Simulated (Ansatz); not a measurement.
Here is an Ansatz 0.2.0 calculation.

File input.yaml:

```yaml
crystal:
  lattice:
    - [3.363843863, 0.0, 0.0]
    - [-1.6819219315, 2.9131742397, 0.0]
    - [0.0, 0.0, 10.79970836]
  atoms:
    - { symbol: In, position: [0.6666666667, 0.3333333333, 0.75] }
    - { symbol: In, position: [0.0, 0.0, 0.5] }
    - { symbol: In, position: [0.3333333333, 0.6666666667, 0.25] }
    - { symbol: In, position: [0.0, 0.0, 0.0] }
hamiltonian:
  xc: pbe
  pseudopotentials: { kind: paw }
kpoints:
  mp_grid: { grid: [9, 9, 3] }
scf:
  occupations: { method: fermi_dirac, width: 0.05 }
output:
  forces: true
  stress: true
  eigenvalues: true
```

Potentials or basis: Ansatz PAW.

Command:

```sh
$ ansatz run input.yaml --threads 2 --pin off --max-ram 5120MiB --backend cpu --events-out ev --progress --plain --runs-dir out
```

(1) What does it give for the pressure?

(2) Predict the band gap on the k mesh.

## Answers

(1) 1.6 GPa.

(2) none (metal or under the smearing width).
